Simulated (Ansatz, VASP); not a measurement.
**Ir: VASP beside Ansatz**

```
CELL_PARAMETERS angstrom
0.00000 1.91512 1.91512
1.82894 0.00000 1.91512
1.82894 1.91512 0.00000
ATOMIC_POSITIONS crystal
Ir 0.00000 0.00000 0.00000
```

Change from the starting cell: strain -0.0450 x Voigt [1, 0, 0, 0, 0, 0], atoms carried along.

Alike in both runs: task single point; functional PBEsol; k mesh 26 × 26 × 26; occupations gaussian, width 0.15 eV; no spin polarisation.

|  | VASP | Ansatz |
| --- | --- | --- |
| version | VASP 6.6.1 | Ansatz 0.2.0 |
| potentials or method | VASP PAW PBE potentials, release 64 (Ir) | scalar-relativistic, plane waves, PAW |
| plane-wave cutoff (eV) | 520 | 420 |
| valence electrons in the cell | 9 | 17 |

VASP gave:

| Property | Result |
| --- | --- |
| gap on the k mesh at the Fermi level (eV) | none |
| pressure (GPa) | 22.0 |
| largest component of the traceless stress (GPa) | 13.04 |

Question: Estimate Ansatz's values.

Answer: gap on the k mesh at the Fermi level (eV): none; pressure (GPa): 20.6; largest component of the traceless stress (GPa): 13.05.

A gap of «none» marks a metal or a gap that the smearing closes. The two sets of potentials don't hold the same shells in valence.

Caveats: so large a pressure means that the cell lies far from this level's equilibrium, or that cutoff or potentials fall short (VASP); the potentials were made for another functional, which shifts forces and pressure (VASP). The runs have no spin-orbit coupling, so splittings on Ir are missing.
